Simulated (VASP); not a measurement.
A VASP 6.6.1 single-point calculation on KTaO3

INCAR

```
EDIFF = 1E-7
NBANDS = 27
ISIF = 2
LCHARG = .FALSE.
ISPIN = 2
MAGMOM = -2 2 2 -2 -2
PREC = Single
ENCUT = 520
NELM = 120
GGA = PS
IBRION = -1
LREAL = .FALSE.
ISMEAR = 0
LWAVE = .FALSE.
SIGMA = 0.01
LASPH = .TRUE.
NSW = 0
```

KPOINTS

```
KPOINTS created by Atomic Simulation Environment
0
Gamma
6 6 6
0 0 0
```

POSCAR

```
K  Ta O
 1.0000000000000000
     3.9901311115727016    0.0000000000000000    0.0000000000000000
     0.0000000000000000    3.9901311115727016    0.0000000000000000
     0.0000000000000000    0.0000000000000000    3.9901311115727016
 K   Ta  O
   1   1   3
Cartesian
 -0.0000000000000000 -0.0000000000000000 -0.0000000000000000
  1.9950655557863506  1.9950655557863506  1.9950655557863506
  1.9950655557863506  1.9950655557863506  0.0000000000000000
  1.9950655557863506 -0.0000000000000000  1.9950655557863506
  0.0000000000000000  1.9950655557863506  1.9950655557863506
```

The recommended PBE PAW datasets give the neutral cell 38 valence electrons.

Command

```
mpirun -np 1 vasp_std
```

Q: How does this run end, and what does it give?

A: It converged. Results: pressure 0.0 GPa; magnetic moment of the cell 0.00 μB.

OSZICAR

```
N       E                     dE             d eps       ncg     rms          rms(c)
DAV:   1     0.326035129331E+03    0.32604E+03   -0.21237E+04  4320   0.144E+03
DAV:   2    -0.265301444019E+02   -0.35257E+03   -0.34137E+03  5076   0.403E+02
DAV:   3    -0.448220260705E+02   -0.18292E+02   -0.18195E+02  5624   0.886E+01
DAV:   4    -0.452940740702E+02   -0.47205E+00   -0.47142E+00  7225   0.118E+01
DAV:   5    -0.452967272765E+02   -0.26532E-02   -0.26528E-02  5533   0.884E-01    0.399E+01
DAV:   6    -0.428273635262E+02    0.24694E+01   -0.31113E+01  5270   0.391E+01    0.142E+01
DAV:   7    -0.429786321818E+02   -0.15127E+00   -0.20244E+00  5324   0.901E+00    0.953E+00
DAV:   8    -0.429172290894E+02    0.61403E-01   -0.28810E-01  5332   0.391E+00    0.396E+00
DAV:   9    -0.429222213852E+02   -0.49923E-02   -0.20934E-02  5918   0.106E+00    0.640E-01
DAV:  10    -0.429226335919E+02   -0.41221E-03   -0.81614E-03  5402   0.622E-01    0.151E-01
DAV:  11    -0.429223553586E+02    0.27823E-03   -0.30860E-03  5853   0.379E-01    0.114E-01
DAV:  12    -0.429223840441E+02   -0.28686E-04   -0.20860E-04  5788   0.989E-02    0.363E-02
DAV:  13    -0.429223871495E+02   -0.31053E-05   -0.22661E-05  6052   0.350E-02    0.210E-02
DAV:  14    -0.429223941491E+02   -0.69997E-05   -0.69951E-06  5661   0.197E-02    0.729E-03
DAV:  15    -0.429223945229E+02   -0.37381E-06   -0.92956E-07  6300   0.658E-03    0.259E-03
DAV:  16    -0.429223945017E+02    0.21284E-07   -0.10481E-07  4115   0.228E-03
   1 F= -.42922395E+02 E0= -.42922395E+02  d E =-.283683E-50  mag=     0.0000
```

For comparison, a separate PBEsol run of the intended cell, on usual settings and not on those above, gives a gap of 2.08 eV on its mesh and a pressure of 0.0 GPa.
